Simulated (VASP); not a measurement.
# NaI (F-43m) in VASP: further runs

The runs below take NaI through electric field gradients, with PBEsol, LDA, PBE.

All numbers are computed with VASP 6.6.1; they aren't measurements. Logs are shortened: lines on timing, memory, paths and dates and some standing lists are left out, and cuts for length are marked.

### Step 1. The structure

Symmetry: F-43m, No. 216, cubic system. The conventional cell has a = 7.163 Å, b = 7.163 Å, c = 7.163 Å, α = 90.00°, β = 90.00°, γ = 90.00°. Na (site symmetry -43m) is surrounded by 4 I at 3.10 Å. I (site symmetry -43m) has 4 Na at 3.10 Å as nearest neighbours.

Measurements of this composition are mostly on another form, of space group No. 225.

### Step 2. Electric field gradients, PBEsol

File INCAR:

```
PREC = Accurate
ENCUT = 520
EDIFF = 1E-8
ISMEAR = -1
SIGMA = 0.05
LREAL = F
LASPH = T
NELM = 100
ALGO = Fast
ISIF = 2
LWAVE = F
LCHARG = F
GGA = PS
LEFG = T
NBANDS = 14
```

File KPOINTS:

```
regular mesh
0
Gamma
  10 10 10
```

File POSCAR:

```
NaI
1.0
    0.0000000000      3.5813786338      3.5813786338
    3.5813786338      0.0000000000      3.5813786338
    3.5813786338      3.5813786338      0.0000000000
Na I
1 1
Direct
    0.0000000000      0.0000000000      0.0000000000
    0.2500000000      0.2500000000      0.2500000000
```

Potentials or basis: VASP PAW PBE potentials, release 64 (Na_pv, I).

On the command line:

```sh
$ cat potpaw_PBE.64/Na_pv/POTCAR potpaw_PBE.64/I/POTCAR > POTCAR
$ mpirun -np 1 vasp_std > vasp.out
```

OUTCAR:

```text
PREC = Accurate
   ENCUT = 520
   EDIFF = 1E-8
   ISMEAR = -1
   LREAL = F
   LASPH = T
   NELM = 100
   ISIF = 2
   GGA = PS

 ion  position               nearest neighbor table
   1  0.000  0.000  0.000-   2 3.10   2 3.10   2 3.10   2 3.10
   2  0.250  0.250  0.250-   1 3.10   1 3.10   1 3.10   1 3.10

  LATTYP: Found a face centered cubic cell.
 ALAT       =     7.1627572676

  Lattice vectors:

 A1 = (   0.0000000000,   3.5813786338,   3.5813786338)
 A2 = (   3.5813786338,   0.0000000000,   3.5813786338)
 A3 = (   3.5813786338,   3.5813786338,   0.0000000000)

Analysis of symmetry for initial positions (statically):
=====================================================================
 Subroutine PRICEL returns:
 Original cell was already a primitive cell.

 Routine SETGRP: Setting up the symmetry group for a
 face centered cubic supercell.

 Subroutine GETGRP returns: Found 24 space group operations
 (whereof 24 operations were pure point group operations)
 out of a pool of 48 trial point group operations.

The static configuration has the point symmetry T_d .

Analysis of symmetry for dynamics (positions and initial velocities):
=====================================================================
 Subroutine PRICEL returns:
 Original cell was already a primitive cell.

 Routine SETGRP: Setting up the symmetry group for a
 face centered cubic supercell.

 Subroutine GETGRP returns: Found 24 space group operations
 (whereof 24 operations were pure point group operations)
 out of a pool of 48 trial point group operations.

The dynamic configuration has the point symmetry T_d .

 Subroutine INISYM returns: Found 24 space group operations
 (whereof 24 operations are pure point group operations),
 and found     1 'primitive' translations

----------------------------------------------------------------------------------------

                                     Primitive cell

  volume of cell :      91.8715

  direct lattice vectors                    reciprocal lattice vectors
     0.000000000  3.581378634  3.581378634    -0.139611041  0.139611041  0.139611041
     3.581378634  0.000000000  3.581378634     0.139611041 -0.139611041  0.139611041
     3.581378634  3.581378634  0.000000000     0.139611041  0.139611041 -0.139611041

  length of vectors
     5.064834236  5.064834236  5.064834236     0.241813417  0.241813417  0.241813417

  position of ions in fractional coordinates (direct lattice)
     0.000000000  0.000000000  0.000000000
     0.250000000  0.250000000  0.250000000

  ion indices of the primitive-cell ions
   primitive index   ion index
                 1           1
                 2           2

----------------------------------------------------------------------------------------

 KPOINTS: regular mesh

Automatic generation of k-mesh.
 Grid dimensions read from file:
 generate k-points for:   10   10   10

 Generating k-lattice:

  Cartesian coordinates                     Fractional coordinates (reciprocal lattice)
    -0.013961104  0.013961104  0.013961104     0.100000000  0.000000000  0.000000000
     0.013961104 -0.013961104  0.013961104     0.000000000  0.100000000  0.000000000
     0.013961104  0.013961104 -0.013961104     0.000000000  0.000000000  0.100000000

  Length of vectors
     0.024181342  0.024181342  0.024181342

  Shift w.r.t. Gamma in fractional coordinates (k-lattice)
     0.000000000  0.000000000  0.000000000

 Subroutine IBZKPT returns following result:
 ===========================================

 Found     47 irreducible k-points:

 Following reciprocal coordinates:
            Coordinates               Weight
  0.000000  0.000000  0.000000      1.000000
  0.100000  0.000000  0.000000      8.000000
  0.200000  0.000000  0.000000      8.000000
  0.300000  0.000000  0.000000      8.000000
  0.400000  0.000000  0.000000      8.000000
  0.500000  0.000000  0.000000      4.000000
[... 16 lines left out ...]
  0.300000  0.300000  0.000000      6.000000
  0.400000  0.300000  0.000000     24.000000
 [... further k-points ...]
   k-points           NKPTS =     47   k-points in BZ     NKDIM =     47   number of bands    NBANDS=     14
   number of dos      NEDOS =    301   number of ions     NIONS =      2
   total plane-waves  NPLWV =  64000
   dimension x,y,z NGX =    40 NGY =   40 NGZ =   40
   dimension x,y,z NGXF=    80 NGYF=   80 NGZF=   80
   ions per type =               1   1
   NGX,Y,Z   is equivalent  to a cutoff of  13.13, 13.13, 13.13 a.u.
   NGXF,Y,Z  is equivalent  to a cutoff of  26.26, 26.26, 26.26 a.u.
 SYSTEM =  unknown system
   PREC   = accura    normal or accurate (medium, high low for compatibility)
   ISTART =      0    job   : 0-new  1-cont  2-samecut
   ICHARG =      2    charge: 1-file 2-atom 10-const
   ISPIN  =      1    spin polarized calculation?
   LNONCOLLINEAR =      F non collinear calculations
   LSORBIT =      F    spin-orbit coupling
   LASPH  =      T    aspherical Exc in radial PAW
   ENCUT  =  520.0 eV  38.22 Ry    6.18 a.u.   9.42  9.42  9.42*2*pi/ulx,y,z
   NELM   =    100;   NELMIN=  2; NELMDL= -5     # of ELM steps
   EDIFF  = 0.1E-07   stopping-criterion for ELM
   LREAL  =      F    real-space projection
   EDIFFG = 0.1E-06   stopping-criterion for IOM
   NSW    =      0    number of steps for IOM
   IBRION =     -1    ionic relax: 0-MD 1-quasi-New 2-CG
   NFREE  =      0    steps in history (QN), initial steepest desc. (CG)
   ISIF   =      2    stress and relaxation
   ISYM   =      2    0-nonsym 1-usesym 2-fastsym
   POTIM  = 0.5000    time-step for ionic-motion
   TEBEG  =    0.0;   TEEND  =   0.0 temperature during run
   PSTRESS=    0.0 pullay stress
   NELECT =      14.0000    total number of electrons
   NUPDOWN=      -1.0000    fix difference up-down
   EMIN   =  10.00;   EMAX   =-10.00  energy-range for DOS
   EFERMI =   0.00;   METHOD = LEGACY
   ISMEAR =    -1;   SIGMA  =   0.05  broadening in eV -4-tet -1-fermi 0-gaus
   EFERMI_NEDOS =   21; number of points for ismear=-14 and -15
   IALGO  =     68    algorithm
   IMIX   =      4    mixing-type and parameters
     AMIX     =   0.40;   BMIX     =  1.00
     AMIX_MAG =   1.60;   BMIX_MAG =  1.00
  volume/ion in A,a.u.               =      45.94       309.99
  Fermi-wavevector in a.u.,A,eV,Ry     =   0.874428  1.652429 10.403340  0.764624
  Thomas-Fermi vector in A             =   1.993957
   LORBIT       =      0    0 simple, 1 ext, 2 COOP (PROOUT), +10 PAW based schemes
   GGA     = PS    functional components
   LHFCALC =     F    Hartree Fock is set to
   AEXX    =    0.0000 exact exchange contribution
   IVDW    =     0    specifies the selected vdW correction
   LEPSILON=     F    determine dielectric tensor
   LRPA    =     F    only Hartree local field effects (RPA)
 non-spin polarized calculation
 RMM-DIIS sequential band-by-band and
  energy-cutoff  :      520.00
  volume of cell :       91.87
 maximum number of plane-waves:      2501
 NGX is ok and might be reduce to    40
   NGX = 19   NGY = 19   NGZ = 19

 number of electron      13.9999995 magnetization

 Free energy of the ion-electron system (eV)
  ---------------------------------------------------
  ext. energy  EPLUGINS =         0.00000000
  ---------------------------------------------------
  free energy    TOTEN  =        -5.49078802 eV

  energy without entropy =       -5.49078802  energy(sigma->0) =       -5.49078802

 E-fermi :  -0.1868     XC(G=0):  -6.4576

 val. band max:       -1.3310055669   @ k =   0.0000   0.0000   0.0000
 cond. band min:       2.3501139457   @ k =   0.0000   0.0000   0.0000
 fundamental gap:      3.6811195126
 Fermi energy:        -0.1868162226

 k-point     1 :       0.0000    0.0000    0.0000
  band No.  band energies     occupation
      1     -23.3197      2.00000
      2     -23.3197      2.00000
      3     -23.3197      2.00000
      4     -11.7533      2.00000
      5      -1.3310      2.00000
      6      -1.3310      2.00000
      7      -1.3310      2.00000
      8       2.3501      0.00000
      9       6.4678      0.00000
     10       6.4678      0.00000
     11       6.4678      0.00000
     12       8.2498      0.00000
     13       8.2498      0.00000
     14       9.4634      0.00000
[... 375 lines left out ...]
 k-point    24 :       0.4000    0.3000    0.0000
  band No.  band energies     occupation
      1     -23.3217      2.00000
      2     -23.3203      2.00000
      3     -23.3203      2.00000
      4     -11.6296      2.00000
      5      -2.2594      2.00000
      6      -1.6741      2.00000
      7      -1.6279      2.00000
      8       4.0502      0.00000
      9       5.1014      0.00000
     10       6.2970      0.00000
     11       7.7351      0.00000
     12       8.1222      0.00000
     13       9.6550      0.00000
     14      10.6898      0.00000

 [... further k-points ...]
[... 5 lines left out ...]
  --------------------------------------------------------------------------------------
  -------------------------------------------------------------------------------------
  Total       -0.2389375     -0.2389375     -0.2389375      0.0000000     -0.0000000      0.0000000
  in kB       -4.1669111     -4.1669111     -4.1669111      0.0000000     -0.0000000      0.0000000
  external PRESSURE =      -4.1669111 kB  Pullay stress =       0.0000000 kB

 VOLUME and BASIS-vectors are now :
 -----------------------------------------------------------------------------
  energy-cutoff  :      520.00
  volume of cell :       91.87
      direct lattice vectors                 reciprocal lattice vectors
     0.000000000  3.581378634  3.581378634    -0.139611041  0.139611041  0.139611041
     3.581378634  0.000000000  3.581378634     0.139611041 -0.139611041  0.139611041
     3.581378634  3.581378634  0.000000000     0.139611041  0.139611041 -0.139611041

 POSITION                                       TOTAL-FORCE (eV/Angst)
 -----------------------------------------------------------------------------------
      0.00000      0.00000      0.00000        -0.000000      0.000000     -0.000000
      1.79069      1.79069      1.79069         0.000000     -0.000000      0.000000
 -----------------------------------------------------------------------------------
    total drift:                               -0.000000     -0.000000     -0.000000

  FREE ENERGIE OF THE ION-ELECTRON SYSTEM (eV)
  ---------------------------------------------------
  free  energy   TOTEN  =        -5.4907880229 eV

  energy  without entropy=       -5.4907880229  energy(sigma->0) =       -5.49078802

 Electric field gradients (V/A^2)
---------------------------------------------------------------------
 ion       V_xx      V_yy      V_zz      V_xy      V_xz      V_yz
---------------------------------------------------------------------
   1       0.000     0.000    -0.000     0.004     0.004     0.004
   2       0.000     0.000     0.000    -0.000    -0.000    -0.000
---------------------------------------------------------------------

 Electric field gradients after diagonalization (V/A^2)
 (convention: |V_zz| > |V_xx| > |V_yy|)
----------------------------------------------------------------------
 ion       V_xx      V_yy      V_zz     asymmetry (V_yy - V_xx)/ V_zz
----------------------------------------------------------------------
   1      -0.004    -0.004     0.007       0.000
   2       0.000     0.000    -0.000       0.000
----------------------------------------------------------------------

           NMR quadrupolar parameters

 Cq : quadrupolar parameter    Cq=e*Q*V_zz/h
 eta: asymmetry parameters     (V_yy - V_xx)/ V_zz
 Q  : nuclear electric quadrupole moment in mb (millibarn)
----------------------------------------------------------------------
 ion       Cq(MHz)       eta       Q (mb)
----------------------------------------------------------------------
   1       0.000       0.000       1.000
   2      -0.000       0.000       1.000
----------------------------------------------------------------------
```

It took 53 s on 1 thread of Intel Xeon Platinum 8559C (Emerald Rapids), shared host; peak memory 0.26 GiB.

Results:

```
Free energy            : -5.4908 eV
Pressure               : -0.4 GPa
Band gap on the k mesh : 3.68 eV, direct
```

Levels at points of the mesh, in eV from the valence-band top:
```csv
k point,band 4,band 5,band 6,band 7,band 8,band 9,band 10,band 11
"(0.00, 0.00, 0.00)",-10.42,0.00,0.00,0.00,3.68,7.80,7.80,7.80
"(0.50, 0.00, 0.00)",-10.31,-1.17,-0.13,-0.13,5.30,7.50,7.58,7.58
"(0.50, 0.50, 0.00)",-10.27,-1.09,-0.38,-0.38,5.11,6.12,8.77,10.21
```

Electric field gradients, principal values (V/Å²):
| atom | Vxx | Vyy | Vzz |
| --- | --- | --- | --- |
| 1 Na | -0.004 | -0.004 | 0.007 |
| 2 I | 0.000 | 0.000 | 0.000 |

Caveat: the PAW data sets were made with another functional, which shifts forces and pressure a little; spin-orbit coupling is left out, which moves the levels of the heavy elements. A hybrid or GW would open this gap; PBEsol tends to underestimate it.

(Continued in part 2 of 3.)
